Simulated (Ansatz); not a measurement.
**Ta under changes of volume**

One of the cells (18.010 Å³/atom); the others are scaled copies at fixed shape and fractional positions:

```
Ta
1.0
    -1.65128    1.65128    1.65128
     1.65128   -1.65128    1.65128
     1.65128    1.65128   -1.65128
Ta
1
Cartesian
  0.0000 0.0000 0.0000
```

```yaml
Program: Ansatz 0.2.0
Functional: PBEsol
Potentials_or_basis: all-electron LAPW, scalar-relativistic
Cutoff: 283 eV (chosen from the basis error)
Basis_error_allowed: 0.0005 eV/atom
k_mesh: 11 × 11 × 11
Occupations: fermi-dirac, width 0.05 eV
Spin: no spin polarisation
```

```tsv
volume (Å³/atom)	energy over the lowest point (meV/atom)	pressure (GPa)
16.930	?	?
17.290	3.91	4.2
17.650	0.00	-0.3
18.010	5.90	-4.4
18.371	20.49	-8.0
18.731	42.77	-11.3
19.091	71.93	-14.2
```

**Question.** What does the run at 16.930 Å³/atom give?

**Answer.** Energy over the lowest point 18.84 meV/atom; pressure 9.3 GPa.

Worked out: A Birch-Murnaghan fit of order 3 (a polynomial in V^(-2/3)) to the other rows has its minimum at 17.61 Å³/atom with B0 = V·E''(V) = 215 GPa and B' = 4.8. It gives 18.78 meV/atom at 16.930 Å³/atom, against the run's 18.84, and -dE/dV = 9.3 GPa, against 9.3.

Energies are extrapolated to zero smearing.

The runs don't all hold the same shells in valence.
